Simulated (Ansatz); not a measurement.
Runs of Ansatz 0.2.0 on InP. The structure is cubic, space group F-43m (No. 216). The conventional cell has a = 5.861 Å, b = 5.861 Å, c = 5.861 Å, α = 90.00°, β = 90.00°, γ = 90.00°. In (site symmetry -43m) has 4 P at 2.54 Å as nearest neighbours. P (site symmetry -43m) is surrounded by 4 In at 2.54 Å. 

```tsv
task	level	cell	k mesh	smearing	points for each segment of the path	mesh quality	gap on the mesh (eV)	pressure (GPa)	relaxed volume (Å³/atom)
band structure	B3LYP	as given	4 × 4 × 4	fermi-dirac 0.05 eV	4	coarse	1.78	(b)	-
relaxation of cell and atoms	HSE06	relaxed	4 × 4 × 4	fermi-dirac 0.05 eV	-	coarse	1.39	0.0	25.77
band structure	PBEsol0	as given	4 × 4 × 4	fermi-dirac 0.05 eV	4	coarse	2.09	-0.4	-
Born charges and dielectric tensor	LDA	as given	8 × 8 × 8	fixed	-	not flagged	(c)	-	-
relaxation of cell and atoms	HSE03	relaxed	4 × 4 × 4	fermi-dirac 0.05 eV	-	coarse	1.19	0.0	(a)
```

Alike in all rows: potentials or basis Ansatz PAW; no spin polarisation; cutoff (eV) 420.

**Question.** Fill in the values left out.

**Answer.** (a) 25.86; (b) 4.6; (c) 0.48.

Caveats: some runs use coarse meshes; spin-orbit coupling is left out, which moves the levels of the heavy elements; the PAW data sets come from PBE, with cores solved anew for the run's functional, which leaves a small shift of forces and pressure; the thresholds are loose for stress (some runs); the plane-wave basis is chosen anew once the cell has moved, so the energies of steps on either side of that aren't comparable (some runs); the gap is small at this level, which inflates the dielectric constant (some runs).

A k mesh can miss the band edges, and the runs leave out spin-orbit coupling on In.

Runs at the PBE level aren't shown here.
